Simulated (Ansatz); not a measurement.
# CoSi: the cost of one run

Method: DFT PBE, with the methods named in each step, in Ansatz 0.2.0.

**1. Starting point**

The structure is cubic, space group Pm-3m (No. 221). Conventional cell: a = 2.781 Å, b = 2.781 Å, c = 2.781 Å, α = 90.00°, β = 90.00°, γ = 90.00°. Around Co (site symmetry m-3m) lie 8 Si at 2.41 Å. Around Si (site symmetry m-3m) lie 8 Co at 2.41 Å.

Coordinates:

```
Co Si
1.0
     2.78133    0.00000    0.00000
     0.00000    2.78133    0.00000
     0.00000    0.00000    2.78133
Co Si
1 1
Direct
  0.00000 0.00000 0.00000
  0.50000 0.50000 0.50000
```

Elk's input and logs are in atomic units (hartree, bohr).

Atoms are numbered in the order of the input: Co1, Si2.

**2. Collinear moments without spin-orbit coupling, PAW**

The input, input.yaml:

```yaml
crystal:
  lattice:
    - [2.781334, 0.0, 0.0]
    - [0.0, 2.781334, 0.0]
    - [0.0, 0.0, 2.781334]
  atoms:
    - { symbol: Co, position: [0.0, 0.0, 0.0], spin: 2.0 }
    - { symbol: Si, position: [0.5, 0.5, 0.5] }
magnetization:
  spin_polarized: true
kpoints:
  mp_grid: { grid: [13, 13, 13] }
scf:
  occupations: { method: fermi_dirac, width: 0.05 }
  lower_state_search: "off"
hamiltonian:
  xc: pbe
  pseudopotentials: { kind: paw }
output:
  forces: true
  stress: true
  eigenvalues: true
```

Launch:

```
ansatz run input.yaml --threads 2 --pin off --max-ram 4096MiB --backend cpu --events-out ev --progress --plain --runs-dir out
```

**Question.** How long does this run take on 2 threads of Arm Neoverse V2, shared host, and how much memory does it need?

About 2.7 s, with a peak of 0.31 GiB.
